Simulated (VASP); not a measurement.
# Ir in VASP: relaxation of the atoms with r2SCAN+rVV10

Aim: the relaxation of the atoms of Ir with r2SCAN+rVV10.

Everything below comes from runs of VASP 6.6.1. Logs are shortened: lines on timing, memory, paths and dates and some standing lists are left out, and cuts for length are marked.

## 1. The structure

The cell holds a slab with vacuum, 4 atoms: a = 2.700 Å, b = 2.700 Å, c = 27.464 Å, α = 90.00°, β = 90.00°, γ = 120.00°.

The cell was built by a generator and needn't be a form met in nature.

## 2. Relaxation of the atoms, r2SCAN+rVV10

INCAR reads:

```
PREC = Accurate
ENCUT = 520
EDIFF = 1E-6
ISMEAR = 1
SIGMA = 0.1
LREAL = False
LASPH = True
NELM = 120
ALGO = Normal
ISIF = 2
LWAVE = False
LCHARG = False
LDIPOL = True
IDIPOL = 3
DIPOL = 0.5 0.5 0.500
METAGGA = R2SCAN
LMIXTAU = True
LUSE_VDW = True
IVDW_NL = 2
BPARAM = 11.95
CPARAM = 0.0093
IBRION = 2
NSW = 90
EDIFFG = -0.02
```

KPOINTS reads:

```
Automatic mesh
0
Gamma
  16 16 1
```

POSCAR reads:

```
Ir
1.0
    2.6997849600      0.0000000000      0.0000000000
   -1.3498924800      2.3380823200      0.0000000000
    0.0000000000      0.0000000000     27.4644866300
Ir
4
Direct
    0.3333340000      0.6666660000      0.3777276000
    0.0000000000      1.0000000000      0.4592437500
    0.6666670000      0.3333330000      0.5407562500
    0.3333340000      0.6666660000      0.6222724000
```

Potentials or basis: VASP PAW PBE potentials, release 64 (Ir).

Run with:

```console
$ cat potpaw_PBE.64/Ir/POTCAR > POTCAR
$ mpirun -np 1 vasp_std > vasp.out
```

OUTCAR:

```text
PREC = Accurate
   ENCUT = 520
   EDIFF = 1E-6
   ISMEAR = 1
   LREAL = False
   LASPH = True
   NELM = 120
   ISIF = 2
   METAGGA = R2SCAN
   IVDW_NL = 2
   BPARAM = 11.95
   IBRION = 2
   NSW = 90
   EDIFFG = -0.02

 ion  position               nearest neighbor table
   1  0.333  0.667  0.378-   2 2.73   2 2.73   2 2.73
   2  0.000  0.000  0.459-   3 2.73   3 2.73   3 2.73   1 2.73   1 2.73   1 2.73
   3  0.667  0.333  0.541-   2 2.73   2 2.73   2 2.73   4 2.73   4 2.73   4 2.73
   4  0.333  0.667  0.622-   3 2.73   3 2.73   3 2.73

  LATTYP: Found a hexagonal cell.
 ALAT       =     2.6997849600
 C/A-ratio  =    10.1728422956

  Lattice vectors:

 A1 = (   2.6997849600,   0.0000000000,   0.0000000000)
 A2 = (  -1.3498924800,   2.3380823200,   0.0000000000)
 A3 = (   0.0000000000,   0.0000000000,  27.4644866300)

Analysis of symmetry for initial positions (statically):
=====================================================================
 Subroutine PRICEL returns:
 Original cell was already a primitive cell.

 Routine SETGRP: Setting up the symmetry group for a
 hexagonal supercell.

 Subroutine GETGRP returns: Found 12 space group operations
 (whereof  6 operations were pure point group operations)
 out of a pool of 24 trial point group operations.

The static configuration has the point symmetry C_3v.
 The point group associated with its full space group is D_3d.

Analysis of symmetry for dynamics (positions and initial velocities):
=====================================================================
 Subroutine PRICEL returns:
 Original cell was already a primitive cell.

 Routine SETGRP: Setting up the symmetry group for a
 hexagonal supercell.

 Subroutine GETGRP returns: Found 12 space group operations
 (whereof  6 operations were pure point group operations)
 out of a pool of 24 trial point group operations.

The dynamic configuration has the point symmetry C_3v.
 The point group associated with its full space group is D_3d.

 Subroutine INISYM returns: Found 12 space group operations
 (whereof  6 operations are pure point group operations),
 and found     1 'primitive' translations

----------------------------------------------------------------------------------------

                                     Primitive cell

  volume of cell :     173.3646

  direct lattice vectors                    reciprocal lattice vectors
     2.699784960  0.000000000  0.000000000     0.370399871  0.213850469  0.000000000
    -1.349892480  2.338082320  0.000000000     0.000000000  0.427700937  0.000000000
     0.000000000  0.000000000 27.464486630     0.000000000  0.000000000  0.036410657

  length of vectors
     2.699784960  2.699784925 27.464486630     0.427700932  0.427700937  0.036410657

  position of ions in fractional coordinates (direct lattice)
     0.333334000  0.666666000  0.377727600
     0.000000000  0.000000000  0.459243750
     0.666667000  0.333333000  0.540756250
     0.333334000  0.666666000  0.622272400

  ion indices of the primitive-cell ions
   primitive index   ion index
                 1           1
                 2           2
                 3           3
                 4           4

----------------------------------------------------------------------------------------

 KPOINTS: Automatic mesh

Automatic generation of k-mesh.
 Grid dimensions read from file:
 generate k-points for:   16   16    1

 Generating k-lattice:

  Cartesian coordinates                     Fractional coordinates (reciprocal lattice)
     0.023149992  0.013365654  0.000000000     0.062500000  0.000000000  0.000000000
     0.000000000  0.026731309  0.000000000     0.000000000  0.062500000  0.000000000
     0.000000000  0.000000000  0.036410657     0.000000000  0.000000000  1.000000000

  Length of vectors
     0.026731308  0.026731309  0.036410657

  Shift w.r.t. Gamma in fractional coordinates (k-lattice)
     0.000000000  0.000000000  0.000000000

 Subroutine IBZKPT returns following result:
 ===========================================

 Found     30 irreducible k-points:

 Following reciprocal coordinates:
            Coordinates               Weight
  0.000000  0.000000  0.000000      1.000000
  0.062500  0.000000  0.000000      6.000000
  0.125000  0.000000  0.000000      6.000000
  0.187500  0.000000  0.000000      6.000000
  0.250000  0.000000  0.000000      6.000000
  0.312500  0.000000  0.000000      6.000000
[... 16 lines left out ...]
  0.187500  0.187500  0.000000      6.000000
  0.250000  0.187500  0.000000     12.000000
 [... further k-points ...]
   k-points           NKPTS =     30   k-points in BZ     NKDIM =     30   number of bands    NBANDS=     22
   number of dos      NEDOS =    301   number of ions     NIONS =      4
   total plane-waves  NPLWV =  84000
   dimension x,y,z NGX =    20 NGY =   20 NGZ =  210
   dimension x,y,z NGXF=    40 NGYF=   40 NGZF=  420
   ions per type =               4
   NGX,Y,Z   is equivalent  to a cutoff of  12.32, 12.32, 12.71 a.u.
   NGXF,Y,Z  is equivalent  to a cutoff of  24.63, 24.63, 25.42 a.u.
 SYSTEM =  unknown system
   PREC   = accura    normal or accurate (medium, high low for compatibility)
   ISTART =      0    job   : 0-new  1-cont  2-samecut
   ICHARG =      2    charge: 1-file 2-atom 10-const
   ISPIN  =      1    spin polarized calculation?
   LNONCOLLINEAR =      F non collinear calculations
   LSORBIT =      F    spin-orbit coupling
   LASPH  =      T    aspherical Exc in radial PAW
   ENCUT  =  520.0 eV  38.22 Ry    6.18 a.u.   5.02  5.02 51.07*2*pi/ulx,y,z
   NELM   =    120;   NELMIN=  2; NELMDL= -5     # of ELM steps
   EDIFF  = 0.1E-05   stopping-criterion for ELM
   LREAL  =      F    real-space projection
   EDIFFG = -.2E-01   stopping-criterion for IOM
   NSW    =     90    number of steps for IOM
   IBRION =      2    ionic relax: 0-MD 1-quasi-New 2-CG
   NFREE  =      1    steps in history (QN), initial steepest desc. (CG)
   ISIF   =      2    stress and relaxation
   ISYM   =      2    0-nonsym 1-usesym 2-fastsym
   POTIM  = 0.5000    time-step for ionic-motion
   TEBEG  =    0.0;   TEEND  =   0.0 temperature during run
   PSTRESS=    0.0 pullay stress
   NELECT =      36.0000    total number of electrons
   NUPDOWN=      -1.0000    fix difference up-down
   EMIN   =  10.00;   EMAX   =-10.00  energy-range for DOS
   EFERMI =   0.00;   METHOD = LEGACY
   ISMEAR =     1;   SIGMA  =   0.10  broadening in eV -4-tet -1-fermi 0-gaus
   EFERMI_NEDOS =   21; number of points for ismear=-14 and -15
   IALGO  =     38    algorithm
   IMIX   =      4    mixing-type and parameters
     AMIX     =   0.40;   BMIX     =  1.00
     AMIX_MAG =   1.60;   BMIX_MAG =  1.00
  volume/ion in A,a.u.               =      43.34       292.48
  Fermi-wavevector in a.u.,A,eV,Ry     =   0.969443  1.831981 12.787018  0.939819
  Thomas-Fermi vector in A             =   2.099496
   LORBIT       =      0    0 simple, 1 ext, 2 COOP (PROOUT), +10 PAW based schemes
   METAGGA = R2SCAN    functional components
   LHFCALC =     F    Hartree Fock is set to
   AEXX    =    0.0000 exact exchange contribution
   IVDW_NL    =     2    kernel type
   BPARAM     =11.9500
   IVDW    =     0    specifies the selected vdW correction
   LEPSILON=     F    determine dielectric tensor
   LRPA    =     F    only Hartree local field effects (RPA)
 conjugate gradient relaxation of ions
 non-spin polarized calculation
 Methfessel and Paxton  Order N= 1 SIGMA  =   0.10
  energy-cutoff  :      520.00
  volume of cell :      173.36
 maximum number of plane-waves:      4727
 NGX is ok and might be reduce to    20
   NGX =  9   NGY =  9   NGZ =103

 dipolmoment           0.000000      0.000000     -0.000000 electrons x Angstroem

--------------------------------------- Ionic step        1  -------------------------------------------

 number of electron      36.0000001 magnetization

 Free energy of the ion-electron system (eV)
  ---------------------------------------------------
  ext. energy  EPLUGINS =         0.00000000
  ---------------------------------------------------
  free energy    TOTEN  =      -206.67446365 eV

  energy without entropy =     -206.67591766  energy(sigma->0) =     -206.67494832

------------------------ aborting loop because EDIFF is reached ----------------------------------------

  FORCE on cell =-STRESS in cart. coord.  units (eV):
  Direction    XX          YY          ZZ          XY          YZ          ZX
  --------------------------------------------------------------------------------------
  -------------------------------------------------------------------------------------
  Total       -2.8430593     -2.8430592     -3.4968481     -0.0000000      0.0000000     -0.0000000
  in kB      -26.2745955    -26.2745946    -32.3166912     -0.0000000      0.0000000     -0.0000000
  external PRESSURE =     -28.2886271 kB  Pullay stress =       0.0000000 kB

 VOLUME and BASIS-vectors are now :
 -----------------------------------------------------------------------------
  energy-cutoff  :      520.00
  volume of cell :      173.36
      direct lattice vectors                 reciprocal lattice vectors
     2.699784960  0.000000000  0.000000000     0.370399871  0.213850469  0.000000000
    -1.349892480  2.338082320  0.000000000     0.000000000  0.427700937  0.000000000
     0.000000000  0.000000000 27.464486630     0.000000000  0.000000000  0.036410657
[... 153 lines left out ...]
 POSITION                                       TOTAL-FORCE (eV/Angst)
 -----------------------------------------------------------------------------------
      0.00000      1.55872     10.42135        -0.000000      0.000000      0.015712
      0.00000      0.00000     12.61120         0.000000      0.000000      0.385121
      1.34989      0.77936     14.85328        -0.000000      0.000000     -0.385121
      0.00000      1.55872     17.04314         0.000000     -0.000000     -0.015712
 -----------------------------------------------------------------------------------
    total drift:                               -0.000449      0.000259      0.000063

  FREE ENERGIE OF THE ION-ELECTRON SYSTEM (eV)
  ---------------------------------------------------
  free  energy   TOTEN  =      -206.7025348884 eV

  energy  without entropy=     -206.7040076112  energy(sigma->0) =     -206.70302580

--------------------------------------- Ionic step        6  -------------------------------------------

 number of electron      36.0000001 magnetization

 dipolmoment           0.000000      0.000000      0.000000 electrons x Angstroem

 Free energy of the ion-electron system (eV)
  ---------------------------------------------------
  ext. energy  EPLUGINS =         0.00000000
  ---------------------------------------------------
  free energy    TOTEN  =      -206.71122021 eV

  energy without entropy =     -206.71385049  energy(sigma->0) =     -206.71209697

 E-fermi :  -0.5149     XC(G=0):  -5.6571

 val. band max:       -0.5221514291   @ k =   0.2500   0.1250   0.0000
 cond. band min:      -0.5140106645   @ k =   0.1875   0.1250   0.0000
 fundamental gap:      0.0081407646
 Fermi energy:        -0.5149073785

 k-point     1 :       0.0000    0.0000    0.0000
  band No.  band energies     occupation
      1     -11.6166      2.00000
      2     -10.0420      2.00000
      3      -8.8240      2.00000
      4      -8.7424      2.00000
      5      -4.7868      2.00000
      6      -4.6214      2.00000
[... 14 lines left out ...]
     21      -0.3797     -0.06673
     22      -0.3797     -0.06673
[... 552 lines left out ...]
  band No.  band energies     occupation
      1      -7.8690      2.00000
      2      -7.5306      2.00000
      3      -7.0419      2.00000
      4      -6.7321      2.00000
      5      -6.1486      2.00000
      6      -5.8484      2.00000
[... 14 lines left out ...]
     21       1.4888      0.00000
     22       1.7704      0.00000

 [... further k-points ...]

------------------------ aborting loop because EDIFF is reached ----------------------------------------

 vacuum level on the upper side and lower side of the slab       (xc-potential included)         0.068         0.067

  FORCE on cell =-STRESS in cart. coord.  units (eV):
  Direction    XX          YY          ZZ          XY          YZ          ZX
  --------------------------------------------------------------------------------------
  -------------------------------------------------------------------------------------
  Total       -1.9748050     -1.9748050     -0.0029230      0.0000000      0.0000000      0.0000000
  in kB      -18.2504826    -18.2504820     -0.0270132      0.0000000      0.0000000      0.0000000
  external PRESSURE =     -12.1759926 kB  Pullay stress =       0.0000000 kB

 VOLUME and BASIS-vectors are now :
 -----------------------------------------------------------------------------
  energy-cutoff  :      520.00
  volume of cell :      173.36
      direct lattice vectors                 reciprocal lattice vectors
     2.699784960  0.000000000  0.000000000     0.370399871  0.213850469  0.000000000
    -1.349892480  2.338082320  0.000000000     0.000000000  0.427700937  0.000000000
     0.000000000  0.000000000 27.464486630     0.000000000  0.000000000  0.036410657

 POSITION                                       TOTAL-FORCE (eV/Angst)
 -----------------------------------------------------------------------------------
      0.00000      1.55872     10.43750         0.000000      0.000000     -0.004650
      0.00000      0.00000     12.63225        -0.000000      0.000000      0.003242
      1.34989      0.77936     14.83224         0.000000     -0.000000     -0.003242
      0.00000      1.55872     17.02699         0.000000     -0.000000      0.004650
 -----------------------------------------------------------------------------------
    total drift:                               -0.000450      0.000260      0.000059

  FREE ENERGIE OF THE ION-ELECTRON SYSTEM (eV)
  ---------------------------------------------------
  free  energy   TOTEN  =      -206.7112202128 eV

  energy  without entropy=     -206.7138504946  energy(sigma->0) =     -206.71209697

 reached required accuracy - stopping structural energy minimisation

 vacuum level on the upper side and lower side of the slab         5.210         5.209
```

It took 2.8 h on 1 thread of Intel Xeon Platinum 8259CL at 2.50GHz (Skylake/Cascade Lake), shared host; peak memory 0.67 GiB.

Results:

```yaml
Free_energy: -206.7112 eV
Energy_gained_by_relaxing: 9.2 meV/atom
Ionic_steps: 6
Largest_force_after_relaxing: 0.005 eV/Å
Band_gap_on_the_k_mesh: none (metal or under the smearing width)
```

Forces in eV/Å, atoms in the order of the input:
```
Ir   0.000  0.000 -0.005
Ir   0.000  0.000  0.003
Ir   0.000  0.000 -0.003
Ir   0.000  0.000  0.005
```

Step by step:
```tsv
step	energy change (eV)	largest force (eV/Å)	pressure (GPa)
1	0.0000	0.5409	-2.83
2	-0.0225	0.2648	-2.28
3	-0.0270	0.3046	-1.94
4	-0.0253	0.5222	-1.22
5	-0.0281	0.3851	-1.68
6	-0.0368	0.0046	-1.22
```

Final structure:
```xyz
4
Lattice="2.6998 0.0000 0.0000 -1.3499 2.3381 0.0000 0.0000 0.0000 27.4645" Properties=species:S:1:pos:R:3 pbc="T T T"
Ir    0.0000    1.5587   10.4375
Ir    0.0000    0.0000   12.6322
Ir    1.3499    0.7794   14.8322
Ir    0.0000    1.5587   17.0270
```

Levels at points of the mesh, in eV from the Fermi level:
```csv
k point,band 15,band 16,band 17,band 18,band 19,band 20
"(0.00, 0.00, 0.00)",-3.05,-1.31,-1.31,-0.90,-0.90,-0.73
"(0.50, 0.00, 0.00)",0.13,0.64,0.97,1.25,1.27,1.78
```

Caveat: the PAW data sets were made with another functional, which shifts forces and pressure a little. Spin-orbit coupling is left out, which matters for the levels of Ir.
